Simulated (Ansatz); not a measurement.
Crystal: Mg.

```xyz
2
Lattice="3.2093 0.0000 0.0000 -1.6046 2.7793 0.0000 0.0000 0.0000 5.2103" Properties=species:S:1:pos:R:3 pbc="T T T"
Mg    1.6047    0.9264    3.9077
Mg    0.0000    1.8529    1.3026
```

- Program: Ansatz 0.2.0
- Task: relaxation of cell and atoms
- Functional: m-r2SCAN
- Potentials or basis: Ansatz PAW
- Cutoff: 500 eV (not typed: the program's choice for these potentials)
- k mesh: 10 × 10 × 5
- Occupations: fermi-dirac, width 0.05 eV
- Spin: no spin polarisation

At the start: volume 23.24 Å³/atom.

Q: How do energy, volume and symmetry change on relaxing?

A: It ends after 6 steps and the volume is 22.63 Å³/atom (-2.6 %); space group P6_3/mmc (No. 194, to 0.05 Å).

Step by step:
| step | energy change (eV) | largest force (eV/Å) | volume (Å³) |
| --- | --- | --- | --- |
| 1 | 0.0000 | 0.0000 | 46.47 |
| 2 | -0.0056 | 0.0000 | 45.38 |
| 3 | -0.0068 | 0.0000 | 45.10 |
| 4 | -0.0072 | 0.0000 | 45.21 |
| 5 | -0.0072 | 0.0000 | 45.27 |
| 6 | -0.0070 | 0.0000 | 45.27 |

Final structure:
```
Mg
1.0
     3.15208    0.00000    0.00000
    -1.57604    2.72978    0.00000
     0.00000    0.00000    5.26106
Mg
2
Direct
  0.66667 0.33333 0.75000
  0.33333 0.66667 0.25000
```

Caveat: the plane-wave basis is chosen anew once the cell has moved, so the energies of steps on either side of that aren't comparable; the PAW data sets come from PBE, with cores solved anew for the run's functional, which leaves a small shift of forces and pressure.
